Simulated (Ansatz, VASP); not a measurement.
**ZrC in VASP and in Ansatz**

```
Zr C
1.0
     0.00000    2.38546    2.27970
     2.38546    0.00000    2.27970
     2.38546    2.38546    0.00000
Zr C
1 1
Cartesian
  2.3855 2.3855 2.2797
  0.0000 0.0000 0.0000
```

Change from the starting cell: strain +0.015 along x and y, -0.030 along z, atoms carried along.

Alike in both runs: task single point; functional PBEsol; k mesh 18 × 18 × 18; occupations gaussian, width 0.15 eV; no spin polarisation.

```csv
,VASP,Ansatz
version,VASP 6.6.1,Ansatz 0.2.0
potentials or method,"VASP PAW PBE potentials, release 64 (Zr_sv, C)","scalar-relativistic, plane waves, PAW"
plane-wave cutoff (eV),520,420
valence electrons in the cell,16,16
```

```csv
,VASP,Ansatz,Ansatz less VASP
gap on the k mesh at the Fermi level (eV),none,none,-
pressure (GPa),-3.2,-3.5,-0.36
largest component of the traceless stress (GPa),11.62,11.54,-0.078
```

A gap of «none» marks a metal or a gap that the smearing closes.

Caveats: the PAW data sets were made with another functional, which shifts forces and pressure a little (VASP).
